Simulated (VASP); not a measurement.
# MgF2: single point with PBEsol

The system is MgF2.

```
CELL_PARAMETERS angstrom
4.62380 0.00000 0.00000
0.00000 4.62380 0.00000
0.00000 0.00000 3.05334
ATOMIC_POSITIONS crystal
Mg 0.50000 0.50000 0.50000
Mg 0.00000 0.00000 0.00000
F 0.69678 0.69678 0.00000
F 0.80322 0.19678 0.50000
F 0.30322 0.30322 0.00000
F 0.19678 0.80322 0.50000
```

The cell comes from a database or a generator and needn't be the stable form of this composition.

```json
{
  "Program": "VASP 6.6.1",
  "Task": "single point",
  "Functional": "PBEsol",
  "Potentials or basis": "VASP PAW PBE potentials, release 64 (Mg, F)",
  "Cutoff": "700 eV",
  "k mesh": "6 × 6 × 8",
  "Occupations": "gaussian, width 0.02 eV",
  "Spin": "no spin polarisation"
}
```

```json
{
  "Pressure": "-0.1 GPa",
  "Band gap on the k mesh": "6.93 eV, direct"
}
```

Levels at points of the mesh, in eV from the valence-band top:
```tsv
k point	band 14	band 15	band 16	band 17	band 18	band 19
(0.00, 0.00, 0.00)	-0.32	-0.32	0.00	6.93	12.05	12.05
(0.50, 0.00, 0.00)	-0.99	-0.38	-0.38	9.34	9.34	13.30
(0.50, 0.50, 0.00)	-0.96	-0.78	-0.78	11.07	11.07	11.12
(0.00, 0.00, 0.50)	-1.17	-0.87	-0.87	11.67	11.67	14.74
(0.50, 0.00, 0.50)	-0.74	-0.67	-0.67	12.56	12.56	13.30
(0.50, 0.50, 0.50)	-0.61	-0.49	-0.49	13.12	13.12	13.15
```

Run time: 46 s on 1 thread of Intel(R) Xeon(R) 6975P-C (Granite Rapids), on a shared host, peak memory 0.25 GiB.

Caveat: the PAW data sets were made with another functional, which shifts forces and pressure a little. A k mesh can miss the band edges.
